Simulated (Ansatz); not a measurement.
# EuO: the cost of one run

Program: Ansatz 0.2.0. Level of theory: DFT PBEsol without U, plane waves, PAW, no spin–orbit coupling unless a run says so. These are calculated values, not measurements.

## 1. The system as given

It takes space group Fm-3m (No. 225, cubic). Conventional cell: a = 5.144 Å, b = 5.144 Å, c = 5.144 Å, α = 90.00°, β = 90.00°, γ = 90.00°. Around Eu (site symmetry m-3m) lie 6 O at 2.57 Å. Around O (site symmetry m-3m) lie 6 Eu at 2.57 Å.

As a file:

```
CELL_PARAMETERS angstrom
0.00000 2.57195 2.57195
2.57195 0.00000 2.57195
2.57195 2.57195 0.00000
ATOMIC_POSITIONS crystal
Eu 0.50000 0.50000 0.50000
O 0.00000 0.00000 0.00000
```

Magnetic order typed: ferromagnetic.

An earlier series on this cell reached its lowest free state from «from atoms, default search», perhaps among other starts.

## 2. Random orbitals: single harmonics, second filling

Input file input.yaml:

```yaml
crystal:
  lattice:
    - [0.0, 2.57195197, 2.57195197]
    - [2.57195197, 0.0, 2.57195197]
    - [2.57195197, 2.57195197, 0.0]
  atoms:
    - { symbol: Eu, position: [0.5, 0.5, 0.5], spin: 3.0 }
    - { symbol: O, position: [0.0, 0.0, 0.0] }
basis:
  ecutwfc: 420
  ecutrho_ratio: 4
kpoints:
  mp_grid: { grid: [6, 6, 6] }
hamiltonian:
  xc: pbesol
  hubbard:
    sites:
      - { site: 0, l: f, u_eff: 0.0, starting_ns: [{ spin: up, occupation_matrix: s0up }, { spin: down, occupation_matrix: s0down }] }
    occupation_matrices:
      s0up:
        matrix:
          - [0.97, 0.0, 0.0, 0.0, 0.0, 0.0, 0.0]
          - [0.0, 0.97, 0.0, 0.0, 0.0, 0.0, 0.0]
          - [0.0, 0.0, 0.02, 0.0, 0.0, 0.0, 0.0]
          - [0.0, 0.0, 0.0, 0.97, 0.0, 0.0, 0.0]
          - [0.0, 0.0, 0.0, 0.0, 0.97, 0.0, 0.0]
          - [0.0, 0.0, 0.0, 0.0, 0.0, 0.97, 0.0]
          - [0.0, 0.0, 0.0, 0.0, 0.0, 0.0, 0.02]
      s0down:
        matrix:
          - [0.97, 0.0, 0.0, 0.0, 0.0, 0.0, 0.0]
          - [0.0, 0.02, 0.0, 0.0, 0.0, 0.0, 0.0]
          - [0.0, 0.0, 0.97, 0.0, 0.0, 0.0, 0.0]
          - [0.0, 0.0, 0.0, 0.02, 0.0, 0.0, 0.0]
          - [0.0, 0.0, 0.0, 0.0, 0.02, 0.0, 0.0]
          - [0.0, 0.0, 0.0, 0.0, 0.0, 0.02, 0.0]
          - [0.0, 0.0, 0.0, 0.0, 0.0, 0.0, 0.02]
    ns_hold: { iters: 12 }
scf:
  occupations: { method: gaussian, width: 0.05 }
  lower_state_search: "off"
  max_iter: 150
output:
  forces: true
  stress: true
  eigenvalues: true
  populations: true
  hubbard: { sites: [{ site: 0, l: f }] }
magnetization:
  spin_polarized: true
```

The typed matrices put 0.97 on the chosen orbitals and 0.02 on the others, and are held for 12 cycles.

Started as:

```
$ ansatz run input.yaml --threads 2 --pin off --max-ram 3072MiB --backend cpu --events-out ev --progress --plain --runs-dir out
```

What time and memory should one allow on 2 threads of Arm Neoverse V2, shared host?

About 15 s, with a peak of 0.36 GiB.
